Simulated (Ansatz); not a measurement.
**Pb under changes of volume**

One of the cells (29.314 Å³/atom); the others are scaled copies at fixed shape and fractional positions:

```
CELL_PARAMETERS angstrom
3.48000 0.00000 0.00000
-1.74000 3.01377 0.00000
0.00000 0.00000 5.59000
ATOMIC_POSITIONS crystal
Pb 0.66667 0.33333 0.75000
Pb 0.33333 0.66667 0.25000
```

This isn't the form of Pb at room conditions, which is fcc.

| Property | Result |
| --- | --- |
| Program | Ansatz 0.2.0 |
| Functional | PBEsol |
| Potentials or basis | all-electron LAPW, scalar-relativistic |
| Cutoff | 161 eV (chosen from the basis error) |
| Basis error allowed | 0.001 eV/atom |
| k mesh | 9 × 9 × 5 |
| Occupations | fermi-dirac, width 0.05 eV |
| Spin | no spin polarisation |

```csv
volume (Å³/atom),energy over the lowest point (meV/atom),pressure (GPa)
27.555,32.04,4.8
28.141,?,?
28.727,7.47,2.1
29.314,1.88,1.1
29.900,0.00,0.1
30.486,1.34,-0.7
31.073,5.49,-1.5
```

Task: What does the run at 28.141 Å³/atom give?

Result: Energy over the lowest point 17.32 meV/atom; pressure 3.4 GPa.

Worked out: A Birch-Murnaghan fit of order 3 (a polynomial in V^(-2/3)) to the other rows has its minimum at 29.94 Å³/atom with B0 = V·E''(V) = 45 GPa and B' = 6.2 at fixed shape and positions, which overstates the stiffness. It gives 17.31 meV/atom at 28.141 Å³/atom, against the run's 17.32, and -dE/dV = 3.3 GPa, against 3.4.

Energies are extrapolated to zero smearing.
